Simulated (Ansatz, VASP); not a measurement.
Zn: VASP and Ansatz over several settings

```xyz
1
Lattice="-1.5370 1.5370 1.5370 1.5370 -1.5370 1.5370 1.5370 1.5370 -1.5370" Properties=species:S:1:pos:R:3 pbc="T T T"
Zn    0.0000    0.0000    0.0000
```

This isn't the form of Zn at room conditions, which is hcp.

Single points on this cell with VASP 6.6.1 and Ansatz 0.2.0. Each row is one pair of runs. Alike in all rows: spin: off; k mesh: 12 × 12 × 12; smearing: fermi-dirac, width 0.05 eV.

```csv
level,"VASP's potentials, cutoff","Ansatz's potentials, cutoff","gap on the k mesh at the Fermi level (eV), VASP","gap on the k mesh at the Fermi level (eV), Ansatz","pressure (GPa), VASP","pressure (GPa), Ansatz"
LDA,"VASP PAW LDA potentials, release 64 (Zn), 520 eV","Ansatz PAW, 420 eV",none,none,-4.4,-5.0
r2SCAN,"VASP PAW PBE potentials, release 64 (Zn), 520 eV","Ansatz PAW, 500 eV",none,?,-0.4,?
PBEsol,"VASP PAW PBE potentials, release 64 (Zn), 520 eV","Ansatz PAW, 420 eV",none,none,-1.0,-1.4
```

Question: Fill in what Ansatz gave in row 2.

Answer: gap on the k mesh at the Fermi level (eV): none; pressure (GPa): -0.9.

A gap of «none» marks a metal or a gap that the smearing closes.

Caveats: the PAW data sets were made with another functional, which shifts forces and pressure a little (VASP); the PAW data sets come from PBE, with cores solved anew for the run's functional, which leaves a small shift of forces and pressure (Ansatz).
